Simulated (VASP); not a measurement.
# InSe in VASP: further runs, part 2 of 2

VASP 6.6.1.

## (3) Band structure, PBE+D3(BJ), spin-orbit coupling, no magnetisation

Contents of INCAR:

```
PREC = Accurate
ENCUT = 520
EDIFF = 1E-6
ISMEAR = 0
SIGMA = 0.03
LREAL = F
LASPH = T
NELM = 80
ALGO = Normal
ISIF = 2
LWAVE = F
LCHARG = F
MAGMOM = 0 0 0 0 0 0 0 0 0 0 0 0
LORBIT = 11
LSORBIT = T
GGA_COMPAT = F
LDIPOL = T
IDIPOL = 3
DIPOL = 0.5 0.5 0.500
GGA = PE
IVDW = 12
NBANDS = 54
LVHAR = T
LVACPOTAV = T
KPAR = 2
```

Contents of KPOINTS:

```
regular mesh
0
Gamma
  9 9 1
```

Contents of POSCAR:

```
InSe                                    
1.0
    4.0278273701     -0.0000000000      0.0000000000
   -2.0139136850      3.4882008295      0.0000000000
    0.0000000000      0.0000000000     23.3577120000
  Se              In            
     2     2
Direct
     1.0000000000000000    0.0000000000000000    0.3846392772788204
     1.0000000000000000    0.0000000000000000    0.6152949470311379
     0.6666666699999979    0.3333333300000021    0.4401516181291428
     0.6666666699999979    0.3333333300000021    0.5597696275608990
```

Contents of KPOINTS_OPT:

```
explicit points
67
Reciprocal
 0.0000000000  0.0000000000  0.0000000000 1
 0.0357142900  0.0000000000  0.0000000000 1
 0.0714285700  0.0000000000  0.0000000000 1
 0.1071428600  0.0000000000  0.0000000000 1
 0.1428571400  0.0000000000  0.0000000000 1
 0.1785714300  0.0000000000  0.0000000000 1
 0.2142857100  0.0000000000  0.0000000000 1
 0.2500000000  0.0000000000  0.0000000000 1
 0.2857142900  0.0000000000  0.0000000000 1
 0.3214285700  0.0000000000  0.0000000000 1
 0.3571428600  0.0000000000  0.0000000000 1
 0.3928571400  0.0000000000  0.0000000000 1
 0.4285714300  0.0000000000  0.0000000000 1
 0.4642857100  0.0000000000  0.0000000000 1
 0.5000000000  0.0000000000  0.0000000000 1
 0.4791666700  0.0416666700  0.0000000000 1
 0.4583333300  0.0833333300  0.0000000000 1
 0.4375000000  0.1250000000  0.0000000000 1
 0.4166666700  0.1666666700  0.0000000000 1
 0.3958333300  0.2083333300  0.0000000000 1
 0.3750000000  0.2500000000  0.0000000000 1
 0.3541666700  0.2916666700  0.0000000000 1
 0.3333333300  0.3333333300  0.0000000000 1
 0.3137254900  0.3137254900  0.0000000000 1
 0.2941176500  0.2941176500  0.0000000000 1
 0.2745098000  0.2745098000  0.0000000000 1
 0.2549019600  0.2549019600  0.0000000000 1
 0.2352941200  0.2352941200  0.0000000000 1
 0.2156862700  0.2156862700  0.0000000000 1
 0.1960784300  0.1960784300  0.0000000000 1
 0.1764705900  0.1764705900  0.0000000000 1
 0.1568627500  0.1568627500  0.0000000000 1
 0.1372549000  0.1372549000  0.0000000000 1
 0.1176470600  0.1176470600  0.0000000000 1
 0.0980392200  0.0980392200  0.0000000000 1
 0.0784313700  0.0784313700  0.0000000000 1
 0.0588235300  0.0588235300  0.0000000000 1
 0.0392156900  0.0392156900  0.0000000000 1
 0.0196078400  0.0196078400  0.0000000000 1
 0.0000000000  0.0000000000  0.0000000000 1
 0.0000000000  0.0000000000  0.0000000000 1
 0.0076394400 -0.0038197200  0.0000000000 1
-0.0076394400  0.0038197200  0.0000000000 1
 0.0222816900 -0.0111408500  0.0000000000 1
-0.0222816900  0.0111408500  0.0000000000 1
-0.0000000000  0.0066159500  0.0000000000 1
 0.0000000000 -0.0066159500  0.0000000000 1
-0.0000000000  0.0192965100  0.0000000000 1
 0.0000000000 -0.0192965100  0.0000000000 1
 0.5000000000  0.0000000000  0.0000000000 1
 0.5076394400 -0.0038197200  0.0000000000 1
 0.4923605600  0.0038197200  0.0000000000 1
 0.5222816900 -0.0111408500  0.0000000000 1
 0.4777183100  0.0111408500  0.0000000000 1
 0.5000000000  0.0066159500  0.0000000000 1
 0.5000000000 -0.0066159500  0.0000000000 1
 0.5000000000  0.0192965100  0.0000000000 1
 0.5000000000 -0.0192965100  0.0000000000 1
 0.3333333300  0.3333333300  0.0000000000 1
 0.3409727700  0.3295136100  0.0000000000 1
 0.3256938900  0.3371530500  0.0000000000 1
 0.3556150200  0.3221924800  0.0000000000 1
 0.3110516400  0.3444741800  0.0000000000 1
 0.3333333300  0.3399492800  0.0000000000 1
 0.3333333300  0.3267173800  0.0000000000 1
 0.3333333300  0.3526298400  0.0000000000 1
 0.3333333300  0.3140368200  0.0000000000 1
```

Potentials or basis: VASP PAW PBE potentials, release 64 (Se, In_d).

Command:

```
$ cat potpaw_PBE.64/Se/POTCAR potpaw_PBE.64/In_d/POTCAR > POTCAR
$ mpirun -np 2 vasp_ncl > vasp.out
```

OUTCAR:

```text
PREC = Accurate
   ENCUT = 520
   EDIFF = 1E-6
   ISMEAR = 0
   LREAL = F
   LASPH = T
   NELM = 80
   ISIF = 2
   LORBIT = 11
   LSORBIT = T
   GGA = PE
   IVDW = 12
 IVDW          = 12

 ion  position               nearest neighbor table
   1  0.000  0.000  0.385-   3 2.66   3 2.66   3 2.66
   2  0.000  0.000  0.615-   4 2.66   4 2.66   4 2.66
   3  0.667  0.333  0.440-   1 2.66   1 2.66   1 2.66   4 2.79
   4  0.667  0.333  0.560-   2 2.66   2 2.66   2 2.66   3 2.79

  LATTYP: Found a hexagonal cell.
 ALAT       =     4.0278273701
 C/A-ratio  =     5.7990846811

  Lattice vectors:

 A1 = (   4.0278273701,   0.0000000000,   0.0000000000)
 A2 = (  -2.0139136850,   3.4882008295,   0.0000000000)
 A3 = (   0.0000000000,   0.0000000000,  23.3577120000)

Analysis of symmetry for initial positions (statically):
=====================================================================
 Subroutine PRICEL returns:
 Original cell was already a primitive cell.

 Routine SETGRP: Setting up the symmetry group for a
 hexagonal supercell.

 Subroutine GETGRP returns: Found  6 space group operations
 (whereof  6 operations were pure point group operations)
 out of a pool of 24 trial point group operations.

The static configuration has the point symmetry C_3v.

Analysis of symmetry for dynamics (positions and initial velocities):
=====================================================================
 Subroutine PRICEL returns:
 Original cell was already a primitive cell.

 Routine SETGRP: Setting up the symmetry group for a
 hexagonal supercell.

 Subroutine GETGRP returns: Found  6 space group operations
 (whereof  6 operations were pure point group operations)
 out of a pool of 24 trial point group operations.
[... 1206 lines left out ...]
      0.00000      0.00000      8.98429         0.000000     -0.000000     -0.002326
      0.00000      0.00000     14.37188         0.000000     -0.000000      0.000248
      2.01391      1.16273     10.28093         0.000000      0.000000      0.004044
      2.01391      1.16273     13.07494        -0.000000      0.000000     -0.001966
 -----------------------------------------------------------------------------------
    total drift:                               -0.000017      0.000010      0.000121

  FREE ENERGIE OF THE ION-ELECTRON SYSTEM (eV)
  ---------------------------------------------------
  free  energy   TOTEN  =       -15.2008263976 eV

  energy  without entropy=      -15.2008263976  energy(sigma->0) =      -15.20082640

 vacuum level on the upper side and lower side of the slab         3.317         3.316

 Spin-Orbit-Coupling matrix elements

 Ion:    1  E_soc:     -0.0417056
 l=   1
     0.0000000    -0.0070138    -0.0068294
    -0.0070138     0.0000000    -0.0070138
    -0.0068294    -0.0070138     0.0000000
 l=   2
     0.0000000     0.0000000     0.0000000     0.0000000    -0.0000018
     0.0000000     0.0000000     0.0000012     0.0000034     0.0000000
     0.0000000     0.0000012     0.0000000     0.0000012     0.0000000
     0.0000000     0.0000034     0.0000012     0.0000000     0.0000000
    -0.0000018     0.0000000     0.0000000     0.0000000     0.0000000
 l=   3
     0.0000000     0.0000000     0.0000000     0.0000000     0.0000000     0.0000000     0.0000000
     0.0000000     0.0000000     0.0000000     0.0000000     0.0000000     0.0000000     0.0000000
     0.0000000     0.0000000     0.0000000     0.0000000     0.0000000     0.0000000     0.0000000
     0.0000000     0.0000000     0.0000000     0.0000000     0.0000000     0.0000000     0.0000000
[... 49 lines left out ...]
 l=   2
     0.0000000    -0.0012707     0.0000000    -0.0012707    -0.0051230
    -0.0012707     0.0000000    -0.0038860    -0.0012470    -0.0012707
     0.0000000    -0.0038860     0.0000000    -0.0038860     0.0000000
    -0.0012707    -0.0012470    -0.0038860     0.0000000    -0.0012707
    -0.0051230    -0.0012707     0.0000000    -0.0012707     0.0000000
 l=   3
     0.0000000     0.0000000     0.0000000     0.0000000     0.0000000     0.0000000     0.0000000
     0.0000000     0.0000000     0.0000000     0.0000000     0.0000000     0.0000000     0.0000000
     0.0000000     0.0000000     0.0000000     0.0000000     0.0000000     0.0000000     0.0000000
     0.0000000     0.0000000     0.0000000     0.0000000     0.0000000     0.0000000     0.0000000
     0.0000000     0.0000000     0.0000000     0.0000000     0.0000000     0.0000000     0.0000000
     0.0000000     0.0000000     0.0000000     0.0000000     0.0000000     0.0000000     0.0000000
     0.0000000     0.0000000     0.0000000     0.0000000     0.0000000     0.0000000     0.0000000

 total charge

# of ion       s       p       d       tot
------------------------------------------
    1        1.471   2.331   0.021   3.823
    2        1.471   2.331   0.021   3.823
    3        0.858   0.656   9.882  11.396
    4        0.858   0.656   9.882  11.396
--------------------------------------------------
tot          4.657   5.975  19.806  30.438

 magnetization (x)

# of ion       s       p       d       tot
------------------------------------------
    1        0.000   0.000  -0.000  -0.000
    2        0.000   0.000   0.000   0.000
    3        0.000   0.000  -0.000   0.000
    4       -0.000   0.000   0.000  -0.000
--------------------------------------------------
tot         -0.000   0.000  -0.000   0.000

 magnetization (y)

# of ion       s       p       d       tot
------------------------------------------
    1        0.000   0.000   0.000   0.000
    2        0.000   0.000   0.000   0.000
    3        0.000   0.000  -0.000  -0.000
    4        0.000   0.000   0.000   0.000
--------------------------------------------------
tot          0.000   0.000  -0.000   0.000

 magnetization (z)

# of ion       s       p       d       tot
------------------------------------------
    1       -0.000   0.000  -0.000  -0.000
    2        0.000   0.000  -0.000   0.000
    3        0.000   0.000   0.000   0.000
    4        0.000  -0.000   0.000   0.000
--------------------------------------------------
tot          0.000   0.000  -0.000   0.000
```

stdout:

```text
POSCAR found type information on POSCAR SeIn
 POSCAR found :  2 types and       4 ions
 scaLAPACK will be used
 LDA part: xc-table for (Slater+PW92), standard interpolation
 POSCAR, INCAR and KPOINTS ok, starting setup
 FFT: planning ... GRIDC
 FFT: planning ... GRID_SOFT
 FFT: planning ... GRID
 WAVECAR not read
 entering main loop
 -----------------------------------------------------------------------------
|                                                                             |
|           W    W    AA    RRRRR   N    N  II  N    N   GGGG   !!!           |
|           W    W   A  A   R    R  NN   N  II  NN   N  G    G  !!!           |
|           W    W  A    A  R    R  N N  N  II  N N  N  G       !!!           |
|           W WW W  AAAAAA  RRRRR   N  N N  II  N  N N  G  GGG   !            |
|           WW  WW  A    A  R   R   N   NN  II  N   NN  G    G                |
|           W    W  A    A  R    R  N    N  II  N    N   GGGG   !!!           |
|                                                                             |
|     Did not find any points to average over, which means that no vacuum     |
|     field-free region was found. Please increase the size of  your cell     |
|     in the dimension of the dipole correction to obtain accurate            |
|     workfunction values.                                                    |
|                                                                             |
 -----------------------------------------------------------------------------

 Start KPOINTS_OPT (optional k-point list driver)
k-point batch [1-19\67]
k-point batch [20-38\67]
k-point batch [39-57\67]
k-point batch [58-67\67]
```

Run time: 23 min. Hardware: 2 MPI ranks of Intel Xeon Platinum 8488C (Sapphire Rapids), shared host; peak memory 1.3 GiB.

Results:

* Free energy: -15.2008 eV
* Largest force: 0.004 eV/Å
* Valence electrons inside the program's atomic spheres: Se 3.82; In 11.40
* Dispersion energy per atom: -0.222 eV
* Work function of the upper face: 5.78 eV
* Work function of the lower face: 5.78 eV

Forces in eV/Å, atoms in the order of the input:
```
Se   0.000  0.000 -0.002
Se   0.000  0.000  0.000
In   0.000  0.000  0.004
In   0.000  0.000 -0.002
```

## (4) Band structure, r2SCAN

Contents of INCAR:

```
PREC = Accurate
ENCUT = 520
EDIFF = 1E-6
ISMEAR = 0
SIGMA = 0.03
LREAL = F
LASPH = T
NELM = 120
ALGO = All
ISIF = 2
LWAVE = F
LCHARG = F
LDIPOL = T
IDIPOL = 3
DIPOL = 0.5 0.5 0.500
METAGGA = R2SCAN
LMIXTAU = T
NBANDS = 27
LVHAR = T
LVACPOTAV = T
AMIN = 0.01
KPAR = 2
```

KPOINTS is that of step 3.

POSCAR is that of step 3.

KPOINTS_OPT is that of step 3.

Command:

```
$ cat potpaw_PBE.64/Se/POTCAR potpaw_PBE.64/In_d/POTCAR > POTCAR
$ mpirun -np 2 vasp_std > vasp.out
```

It took 11 min on 2 MPI ranks of Intel Xeon Platinum 8488C (Sapphire Rapids), shared host; peak memory 0.63 GiB.

It converged, with:

- Free energy: -76.4261 eV
- Largest force: 0.190 eV/Å
- Band gap on the k mesh: 2.05 eV, indirect (least direct gap 2.10 eV)
- Band gap along the path: 2.05 eV, indirect (least direct gap 2.10 eV)
- Ionisation potential of the upper face: 6.30 eV

Forces on the atoms (eV/Å):
```
Se   0.000  0.000  0.186
Se   0.000  0.000 -0.188
In   0.000  0.000 -0.188
In   0.000  0.000  0.190
```

Levels at points of the mesh, in eV from the valence-band top:
```tsv
k point	band 17	band 18	band 19	band 20	band 21	band 22
(0.00, 0.00, 0.00)	-0.41	-0.41	-0.05	2.05	3.36	5.44
```

Caveat: the PAW data sets were made with another functional, which shifts forces and pressure a little; spin-orbit coupling is left out, which moves the levels of the heavy elements.

## (5) Band structure, LDA

Contents of INCAR:

```
PREC = Accurate
ENCUT = 520
EDIFF = 1E-6
ISMEAR = 0
SIGMA = 0.03
LREAL = F
LASPH = T
NELM = 80
ALGO = Normal
ISIF = 2
LWAVE = F
LCHARG = F
LDIPOL = T
IDIPOL = 3
DIPOL = 0.5 0.5 0.500
NBANDS = 27
LVHAR = T
LVACPOTAV = T
KPAR = 2
```

KPOINTS is that of step 4.

POSCAR is that of step 4.

KPOINTS_OPT is that of step 4.

Potentials or basis: VASP PAW LDA potentials, release 64 (Se, In_d).

Command:

```
$ cat potpaw_LDA.64/Se/POTCAR potpaw_LDA.64/In_d/POTCAR > POTCAR
$ mpirun -np 2 vasp_std > vasp.out
```

OUTCAR:

```text
PREC = Accurate
   ENCUT = 520
   EDIFF = 1E-6
   ISMEAR = 0
   LREAL = F
   LASPH = T
   NELM = 80
   ISIF = 2

 ion  position               nearest neighbor table
   1  0.000  0.000  0.385-   3 2.66   3 2.66   3 2.66
   2  0.000  0.000  0.615-   4 2.66   4 2.66   4 2.66
   3  0.667  0.333  0.440-   1 2.66   1 2.66   1 2.66   4 2.79
   4  0.667  0.333  0.560-   2 2.66   2 2.66   2 2.66   3 2.79

  LATTYP: Found a hexagonal cell.
 ALAT       =     4.0278273701
 C/A-ratio  =     5.7990846811
[... 547 lines left out ...]
  --------------------------------------------------------------------------------------
  -------------------------------------------------------------------------------------
  Total       -1.9696255     -1.9696255     -1.8100104     -0.0000000     -0.0000000     -0.0000000
  in kB       -9.6159372     -9.6159372     -8.8366781     -0.0000000     -0.0000000     -0.0000000
  external PRESSURE =      -9.3561842 kB  Pullay stress =       0.0000000 kB

 VOLUME and BASIS-vectors are now :
 -----------------------------------------------------------------------------
  energy-cutoff  :      520.00
  volume of cell :      328.17
      direct lattice vectors                 reciprocal lattice vectors
     4.027827370  0.000000000  0.000000000     0.248272805  0.143340371  0.000000000
    -2.013913685  3.488200830  0.000000000     0.000000000  0.286680741  0.000000000
     0.000000000  0.000000000 23.357712000     0.000000000  0.000000000  0.042812412

 POSITION                                       TOTAL-FORCE (eV/Angst)
 -----------------------------------------------------------------------------------
      0.00000      0.00000      8.98429         0.000000     -0.000000      0.399548
      0.00000      0.00000     14.37188         0.000000     -0.000000     -0.401591
      2.01391      1.16273     10.28093        -0.000000     -0.000000     -0.131500
      2.01391      1.16273     13.07494        -0.000000      0.000000      0.133542
 -----------------------------------------------------------------------------------
    total drift:                               -0.000018      0.000010      0.000157

  FREE ENERGIE OF THE ION-ELECTRON SYSTEM (eV)
  ---------------------------------------------------
  free  energy   TOTEN  =       -16.4791154125 eV

  energy  without entropy=      -16.4791154125  energy(sigma->0) =      -16.47911541

 vacuum level on the upper side and lower side of the slab         3.344         3.344
```

OSZICAR:

```text
N       E                     dE             d eps       ncg     rms          rms(c)
DAV:   1     0.316103214603E+03    0.31610E+03   -0.15439E+04   664   0.116E+03
DAV:   2     0.204271716572E+02   -0.29568E+03   -0.28856E+03   744   0.296E+02
DAV:   3    -0.154908219293E+02   -0.35918E+02   -0.35682E+02   853   0.130E+02
DAV:   4    -0.169365693092E+02   -0.14457E+01   -0.14426E+01   797   0.313E+01
DAV:   5    -0.169954455068E+02   -0.58876E-01   -0.58866E-01   965   0.574E+00    0.678E+00
DAV:   6    -0.165265748579E+02    0.46887E+00   -0.91141E-01   900   0.143E+01    0.408E+00
DAV:   7    -0.164850677945E+02    0.41507E-01   -0.40900E-01   868   0.439E+00    0.807E-01
DAV:   8    -0.164794210894E+02    0.56467E-02   -0.40289E-02   984   0.224E+00    0.622E-01
DAV:   9    -0.164788623684E+02    0.55872E-03   -0.57806E-03   713   0.358E-01    0.212E-01
DAV:  10    -0.164787350079E+02    0.12736E-03   -0.48894E-04  1108   0.185E-01    0.761E-02
[... 57 further cycles ...]
DAV:   9    -0.557531385565E+04   -0.19000E-06      560
       N       E                     dE             ncg
DAV:   1     0.468255680325E+04   -0.96136E+04      434
DAV:   2     0.269896824948E+04   -0.19836E+04      426
DAV:   3     0.249378575893E+04   -0.20518E+03      484
DAV:   4     0.248572754440E+04   -0.80582E+01      508
DAV:   5     0.248536766666E+04   -0.35988E+00      604
DAV:   6     0.248535989031E+04   -0.77763E-02      574
DAV:   7     0.248535981347E+04   -0.76836E-04      564
DAV:   8     0.248535981000E+04   -0.34730E-05      496
DAV:   9     0.248535980990E+04   -0.10077E-06      372
```

stdout:

```text
POSCAR found type information on POSCAR SeIn
 POSCAR found :  2 types and       4 ions
 scaLAPACK will be used
 LDA part: xc-table for (Slater(with rela. corr.)+CA(PZ))
 , standard interpolation
 POSCAR, INCAR and KPOINTS ok, starting setup
 FFT: planning ... GRIDC
 FFT: planning ... GRID_SOFT
 FFT: planning ... GRID
 WAVECAR not read
 entering main loop
 -----------------------------------------------------------------------------
|                                                                             |
|           W    W    AA    RRRRR   N    N  II  N    N   GGGG   !!!           |
|           W    W   A  A   R    R  NN   N  II  NN   N  G    G  !!!           |
|           W    W  A    A  R    R  N N  N  II  N N  N  G       !!!           |
|           W WW W  AAAAAA  RRRRR   N  N N  II  N  N N  G  GGG   !            |
|           WW  WW  A    A  R   R   N   NN  II  N   NN  G    G                |
|           W    W  A    A  R    R  N    N  II  N    N   GGGG   !!!           |
|                                                                             |
|     Did not find any points to average over, which means that no vacuum     |
|     field-free region was found. Please increase the size of  your cell     |
|     in the dimension of the dipole correction to obtain accurate            |
|     workfunction values.                                                    |
|                                                                             |
 -----------------------------------------------------------------------------

 Start KPOINTS_OPT (optional k-point list driver)
k-point batch [1-12\67]
k-point batch [13-24\67]
k-point batch [25-36\67]
k-point batch [37-48\67]
k-point batch [49-60\67]
k-point batch [61-67\67]
```

Wall time 3.2 min (2 MPI ranks of Intel Xeon Platinum 8488C (Sapphire Rapids), shared host); peak memory 0.38 GiB.

Results:

* Free energy: -16.4791 eV
* Largest force: 0.402 eV/Å
* Band gap on the k mesh: 1.48 eV, indirect (least direct gap 1.55 eV)
* Band gap along the path: 1.47 eV, indirect (least direct gap 1.55 eV)
* Ionisation potential of the upper face: 6.22 eV

Forces in eV/Å, atoms in the order of the input:
```
Se   0.000  0.000  0.400
Se   0.000  0.000 -0.402
In   0.000  0.000 -0.132
In   0.000  0.000  0.134
```

Caveat: spin-orbit coupling is left out, which moves the levels of the heavy elements.

## (6) Overview

| level | potentials or basis | spin | gap on the mesh (eV) | largest force (eV/Å) |
| --- | --- | --- | --- | --- |
| PBE+D3(BJ) | VASP PAW PBE potentials, release 64 (Se, In_d) | off | 1.62 | - |
| PBE+D3(BJ) | VASP PAW PBE potentials, release 64 (Se, In_d) | SOC, no magnetisation | - | - |
| r2SCAN | VASP PAW PBE potentials, release 64 (Se, In_d) | off | 2.05 | 0.19 |
| LDA | VASP PAW LDA potentials, release 64 (Se, In_d) | off | 1.48 | 0.40 |

Alike in all rows: task band structure; cell as given; k mesh 9 × 9 × 1; cutoff (eV) 520; smearing gaussian 0.03 eV.

Caveats: spin-orbit coupling is left out, which moves the levels of the heavy elements (some runs); the PAW data sets were made with another functional, which shifts forces and pressure a little (some runs).

Total energies depend on the potentials used, so only differences within one code and one set of settings carry meaning.
